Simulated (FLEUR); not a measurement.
The system is Hf.

```
CELL_PARAMETERS angstrom
0.00000 2.22000 2.22000
2.22000 0.00000 2.22000
2.22000 2.22000 0.00000
ATOMIC_POSITIONS crystal
Hf 0.00000 0.00000 0.00000
```

This isn't the form of Hf at room conditions, which is hcp.

```yaml
Program: FLEUR MaX-R8.1 (later development tree)
Task: single point
Functional: PBE
Potentials_or_basis: all-electron
Basis: FLAPW
Kmax: 3.8 1/bohr
k_mesh: 10 × 10 × 10
Occupations: fermi-dirac, width 0.05 eV
Spin: no spin polarisation
Gmax: 11.8 1/bohr
Muffin-tin_radii: Hf 2.66 bohr
lmax: Hf 11
Local_orbitals_a_species: Hf 4
Max_iterations: 60
Mixing_factor: 0.05
Mixer: Anderson
Mixer_history: 15
Density_convergence: 1e-05 me/bohr^3
```

On this cell: band gap on the k mesh none (metal or under the smearing width).

The same run follows on a disturbed copy (cell strained at random at fixed volume):

```xyz
1
Lattice="-0.0435 2.2075 2.2134 2.1628 -0.0427 2.2126 2.1720 2.2159 -0.0519" Properties=species:S:1:pos:R:3 pbc="T T T"
Hf   -0.0318   -0.0028   -0.0204
```

Q: What does the disturbed cell give?

A: The energy (extrapolated to zero smearing) moves by +8.7 meV/atom; band gap on the k mesh none (metal or under the smearing width).
